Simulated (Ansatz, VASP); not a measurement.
# HgTe: VASP beside Ansatz, part 2 of 2

One calculation is typed for both programs; each brings its own data sets and cutoff. How far apart do they land? The cell is taken from a series of VASP runs on this material, whose earlier steps may have relaxed, scaled or displaced it; both programs get it as it stands.

VASP 6.6.1 and Ansatz 0.2.0.

So far: The structure; VASP: zone-centre phonons, PBEsol; Ansatz: zone-centre phonons, PBEsol; Side by side.

## 5. VASP: relaxation of cell and atoms, r2SCAN

Level of this step: r2SCAN; plane waves and PAW (Hg, Te) (VASP).

The relaxed volume is the usual yardstick between codes: its relative difference is about their pressure difference at one cell divided by the bulk modulus. The cell compared in this pair holds 71.13 Å³, against 69.20 Å³ for the pair before.

File INCAR:

```
SYSTEM = HgTe
PREC = Accurate
ENCUT = 450
EDIFF = 1E-07
NELM = 100
ISMEAR = 1
SIGMA = 0.15
LREAL = .FALSE.
ALGO = Normal
METAGGA = R2SCAN
LASPH = .TRUE.
NBANDS = 15
LORBIT = 11
LWAVE = .FALSE.
LCHARG = .FALSE.
KPAR = 2
IBRION = 2
NSW = 50
ISIF = 3
EDIFFG = -0.002
```

File POSCAR:

```
HgTe
1.0
    0.0000000000      3.2885685468      3.2885685468
    3.2885685468      0.0000000000      3.2885685468
    3.2885685468      3.2885685468      0.0000000000
Hg Te
1 1
Direct
    0.0000000000      0.0000000000      0.0000000000
    0.7500000000      0.7500000000      0.7500000000
```

File KPOINTS:

```
Automatic mesh
0
Gamma
10 10 10
0 0 0
```

PAW data sets: Hg and Te (PBE family, release 64).

The run is started by

```sh
mpirun -np 2 vasp_std
```

Numbers of over 12 decimals in the logs are rounded to 6 here.

What it wrote:

```text
[banner, memory and clock lines left out]
running    2 mpi-ranks, on    1 nodes
[...]
[... a notice as in an earlier step ...]

 LDA part: xc-table for (None), standard interpolation
 POSCAR, INCAR and KPOINTS ok, starting setup
[...]
entering main loop
       N       E                     dE             d eps       ncg     rms          rms(c)
DAV:   1     0.206040627354E+02    0.20604E+02   -0.75113E+03  1434   0.931E+02
DAV:   2    -0.768209602762E+02   -0.97425E+02   -0.92027E+02  1641   0.228E+02
DAV:   3    -0.802778708890E+02   -0.34569E+01   -0.34500E+01  1704   0.446E+01
DAV:   4    -0.803045587538E+02   -0.26688E-01   -0.26686E-01  2126   0.370E+00
[...]
DAV:  13    -0.751640553975E+02   -0.12496E-05   -0.60276E-06  1620   0.288E-02    0.154E-02
DAV:  14    -0.751640547334E+02    0.66407E-06   -0.19773E-06  1550   0.200E-02    0.400E-03
DAV:  15    -0.751640547224E+02    0.10997E-07   -0.11623E-07  1034   0.272E-03
   1 F= -.75164055E+02 E0= -.75164146E+02  d E =-.751641E+02
[...]
N       E                     dE             d eps       ncg     rms          rms(c)
DAV:   1    -0.751640671938E+02   -0.12460E-04   -0.25242E-04  1494   0.177E-01    0.298E-02
DAV:   2    -0.751640563338E+02    0.10860E-04   -0.25896E-05  1459   0.709E-02    0.956E-03
DAV:   3    -0.751640552562E+02    0.10776E-05   -0.25699E-06  1508   0.161E-02    0.956E-03
DAV:   4    -0.751640546677E+02    0.58851E-06   -0.39738E-07  1585   0.433E-03    0.827E-04
DAV:   5    -0.751640545712E+02    0.96501E-07   -0.52018E-08   747   0.285E-03
   2 F= -.75164055E+02 E0= -.75164145E+02  d E =0.151274E-06
 trial-energy change:    0.000000  1 .order   -0.000000   -0.000001    0.000000
 step:   0.7275(harm=  0.7275)  dis= 0.00000  next Energy=   -75.164055 (dE=-0.422E-06)
 reached required accuracy - stopping structural energy minimisation
```

From OUTCAR (step 5):

```text
  Total       -0.0014990     -0.0014990     -0.0014990      0.0000000      0.0000000     -0.0000000
  in kB       -0.0337549     -0.0337549     -0.0337549      0.0000000      0.0000000     -0.0000000
  external PRESSURE =      -0.0337549 kB  Pullay stress =       0.0000000 kB

 POSITION                                       TOTAL-FORCE (eV/Angst)
 -----------------------------------------------------------------------------------
      3.28889      3.28889      0.00000         0.000000      0.000000      0.000000
      4.93333      4.93333      4.93333        -0.000000     -0.000000     -0.000000
 -----------------------------------------------------------------------------------
    total drift:                                0.000001      0.000001      0.000001

  FREE ENERGIE OF THE ION-ELECTRON SYSTEM (eV)
  ---------------------------------------------------
  free  energy   TOTEN  =       -75.1640545712 eV

  energy  without entropy=      -75.1643271797  energy(sigma->0) =      -75.16414544

 reached required accuracy - stopping structural energy minimisation

[... 1 part as in an earlier step ...]

[... 2 further parts left out ...]
[key lines of the parts left out:]
E-fermi :   2.3343
```

The run keeps the 24 symmetry operations of its start, so it cannot find a distortion of lower symmetry.

## 6. Ansatz: relaxation of cell and atoms, r2SCAN

The same cell, functional, mesh and smearing now go to Ansatz, which takes its cutoff from its data sets.

The cell is taken from a series of VASP runs on this material, whose earlier steps may have relaxed, scaled or displaced it; both programs get it as it stands.

File input.yaml:

```yaml
crystal:
  lattice:
    - [0.0, 3.2885685468, 3.2885685468]
    - [3.2885685468, 0.0, 3.2885685468]
    - [3.2885685468, 3.2885685468, 0.0]
  atoms:
    - { symbol: Hg, position: [0.0, 0.0, 0.0] }
    - { symbol: Te, position: [0.75, 0.75, 0.75] }
hamiltonian:
  xc: r2scan
  pseudopotentials: { kind: paw }
kpoints:
  mp_grid: { grid: [10, 10, 10] }
scf:
  occupations: { method: methfessel_paxton, width: 0.15 }
relax:
  f_tol: 0.01
  max_steps: 60
  cell: { stress_tol: 0.05 }
output:
  forces: true
  stress: true
  write_density: true
  write_potential: true
  elf: true
  volumetric_format: npy
```

The run is started by

```sh
ansatz run input.yaml --threads 4 --pin off --max-ram 9216MiB --backend cpu --events-out ev --progress --plain --runs-dir out
```

What it wrote:

```text
[...]
Crystal: 2 atoms, lattice volume = 71.130 Å³
Basis set: ecut = 500 eV, 1807 PW (Γ), exchange–correlation on 144×144×144 points (64 copies of the dense FFT grid, shifted against one another)
Bands: 22, of which v1, the nominal top of the filled ones, is band 18 counted from 1 (17 counted from 0)
Symmetry: 24 space group operations
[...]
--- Relaxed structure (2 steps of the walk, 2 accepted, 1 SCFs on fresh bases) ---
  F+E_penalty+E_count = -20823.04383230 eV   max|allowed force component| = 5.146e-17 eV/Å   (the final SCF, on the basis selected at the relaxed cell)
  cell:  # Å, volume = 70.9313 Å³
    - [0, 3.285509, 3.285509]
    - [3.285509, 0, 3.285509]
    - [3.285509, 3.285509, 0]
  atoms:
    - { symbol: Hg, position: [0, 0, 0] }
    - { symbol: Te, position: [0.750000, 0.750000, 0.750000] }
[key lines of the parts left out:]
SCF converged after 4 iterations
Free energy (F): -20823.043832 eV
Fermi energy:    7.730145 eV
P = ⅓ Tr σ = 0.0341 GPa (0.341 kbar)
```

Wall time 13 s (4 threads of Arm Neoverse V1, shared host); peak memory 0.71 GiB.

## 7. Comparison

What differs besides the data sets and the points named for the pairs above, as far as they apply: VASP keeps PBE cores, Ansatz makes them for the functional; both relaxations stop at a tolerance, which leaves soft axes loose, and VASP keeps its plane-wave basis; the cutoff is 500 eV in Ansatz and 450 eV in VASP; Ansatz adds a Pulay correction to the stress that steers its cell, VASP none. Total energies have different zeros and are not compared.

Compared:

| quantity | Ansatz | VASP | difference |
| --- | --- | --- | --- |
| volume (Å³) | 70.93 | 71.15 | -0.31 % |
| edge a after relaxation, in the typed setting (Å) | 4.646 | 4.651 | -0.10 % |

The walks stopped with 0.03 GPa left in Ansatz and 0.00 GPa in VASP; each walk ends within a tolerance, so the volume difference is uncertain by about these residues over the bulk modulus, most in soft cells.

## 8. What came out

| Item | Value |
| --- | --- |
| r.m.s. difference of the optical zone-centre modes, each program's sorted by frequency (zone-centre phonons, PBEsol) | 1.6 cm⁻¹ |
| difference in optical mode 1 to 3 (zone-centre phonons, PBEsol) | -1.5 % |
| difference in volume (relaxation of cell and atoms, r2SCAN) | -0.31 % |

**Reading.** The difference in volume is -0.31 % (relaxation of cell and atoms, r2SCAN), within the 1.2 % picked in this series as the mark of a large difference, as far as the stopping tolerances let one tell. Among the rows given in per cent, the largest difference of the zone-centre phonons, PBEsol pair is in optical mode 1 to 3, -1.5 %. Such differences can come from data sets, numerical settings and the points named under the comparisons, not from the functional's error against experiment.

[Lines on the potential files, build, host, timing and source positions are cut from VASP's logs without a mark.]

[Logs are printed without paths, hosts, clocks, repeated set-up lines and the standing remarks that a program may print on its own settings, such as how far it seeks lower states.]

[Hosts, paths, dates, database ids (printed as entryN), source tags and the programs' standing remarks are cut or masked in the printed files.]
